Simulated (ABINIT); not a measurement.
Cr:

```xyz
2
Lattice="2.7140 0.0000 0.0000 -1.3570 2.3504 0.0000 0.0000 0.0000 4.4100" Properties=species:S:1:pos:R:3 pbc="T T T"
Cr    1.3570    0.7835    3.3075
Cr    0.0000    1.5669    1.1025
```

This isn't the form of Cr at room conditions, which is bcc.

Program: ABINIT 10.8.3 (patched build). Alike in all runs: task single point; level PBE; potentials or basis JTH PAW PBE v2.0; cell as given; k mesh 11 × 11 × 6; cutoff (eV) 626; smearing fermi-dirac 0.05 eV. Hardware: 1 thread of Intel(R) Xeon(R) 6975P-C (Granite Rapids), with other jobs on the host.

**Question.** Order these runs on this cell by their wall time, lowest first.
A. spin collinear, ferrimagnetic start
B. spin off
C. spin collinear, ferromagnetic start

**Answer.** B (36 s), C (93 s), A (340 s).

Caveats: the highest band is partly filled, so the run has too few bands (some runs); the moment fell far below its start of 5 μB, so a state of higher moment may lie lower in energy (some runs).
